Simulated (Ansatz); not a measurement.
## BAs: zone-centre modes

The calculation used Ansatz 0.2.0, DFT r2SCAN, scalar-relativistic, plane waves, PAW. The runs took a 500 eV cutoff, a Γ-centred 12×12×10 mesh and Gaussian smearing (0.05 eV). No spin polarisation.

The starting cell (relaxed at this level):

```
B As
1.0
     0.00000   -2.39192   -2.39192
    -2.39192    0.00000   -2.39192
     2.39192    2.39192   -4.78383
B As
2 2
Direct
  0.00000 0.00000 0.00000
  0.50000 0.50000 0.50000
  0.37500 0.37500 0.87500
  0.87500 0.87500 0.37500
```

Harmonic modes by finite displacements of 0.02 Å, without the LO–TO term. The cell doubles the primitive one, so its zone centre also holds the primitive cell's point q = (0, 0, 1/2).

At this geometry, is the structure stable against these modes?

Yes: no mode is imaginary beyond 10 cm⁻¹, and only the three translations lie near zero.

List the wavenumbers in cm⁻¹.

0, 0, 0, 144, 144, 313, 668, 668, 697, 697, 697, 706.